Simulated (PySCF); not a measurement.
Which functional comes closest?

Molecule: phenylacetylene (c1c(C#C)cccc1, C8H6).

Geometry (Å), atoms numbered from 1 in this order:
```xyz
14

C     2.249    2.029    1.678
C     1.446    1.344    1.080
C     0.500    0.536    0.376
C    -0.024    0.967   -0.855
C    -0.944    0.179   -1.539
C    -1.353   -1.044   -1.008
C    -0.838   -1.479    0.214
C     0.082   -0.698    0.904
H     2.960    2.637    2.206
H     0.301    1.925   -1.265
H    -1.345    0.523   -2.495
H    -2.076   -1.660   -1.547
H    -1.157   -2.436    0.632
H     0.489   -1.033    1.860
```

Geometry PBE0-D3(BJ)/def2-SVP throughout; GIAO in PySCF 2.14.0 with density-fitted response routines, gas phase, one conformer, non-relativistic; equivalent atoms averaged; basis pcSseg-1.

Reference values (estimated from measurements, as parent shift plus tabulated substituent increments; solution, not stated per compound (mostly CDCl3 or CCl4); Pretsch, Buehlmann, Badertscher, Structure Determination of Organic Compounds, 4th ed. (2009)): δ(C4/C8) = 132.1 ppm, δ(C5/C7) = 128.1 ppm, δ(C6) = 128.2 ppm, δ(H10/H14) = 7.50 ppm, δ(H11/H13) = 7.33 ppm, δ(H12) = 7.33 ppm. Computed shifts are taken against TMS, calculated as an isolated molecule at each level.

Question: How do the functionals HF, LDA, BLYP, BP86, B97-D, PBE0, WP04, BHandHLYP, CAM-B3LYP perform against the reference? Times are CPU seconds on shared hosts with different chips, so compare them loosely; the GGAs took longer than the global hybrids here, which isn't the general rule, and the cause wasn't traced.

Answer: 
```
functional                    kind  C4/C8  C5/C7     C6  H10/H14  H11/H13   H12  mean abs. error C  mean abs. error H  core-s
        HF            Hartree–Fock  142.9  134.7  137.4     7.84     7.48  7.55                8.9               0.24     8.2
       LDA                     LDA  142.5  136.8  136.6     7.64     7.43  7.40                9.2               0.10      24
      BLYP                     GGA  137.7  131.9  131.8     7.41     7.18  7.15                4.3               0.14      26
      BP86                     GGA  136.9  131.2  131.1     7.52     7.30  7.27                3.6               0.04      28
     B97-D                     GGA  132.8  127.1  127.1     7.43     7.20  7.17                0.9               0.12      24
      PBE0           global hybrid  139.7  133.5  134.0     7.67     7.44  7.42                6.3               0.12      18
      WP04           global hybrid  139.6  133.1  133.5     7.34     7.09  7.08                5.9               0.22      17
 BHandHLYP           global hybrid  142.5  135.6  136.8     7.67     7.39  7.40                8.8               0.10      15
 CAM-B3LYP  range-separated hybrid  143.4  136.9  137.8     7.64     7.39  7.39                9.9               0.09      21
```

For ¹³C the closest is B97-D (0.9 ppm) and the furthest CAM-B3LYP (9.9 ppm).

For ¹H the closest is BP86 (0.04 ppm) and the furthest HF (0.24 ppm). One molecule is a small sample, and vibrational and solvent effects are absent from the calculation.
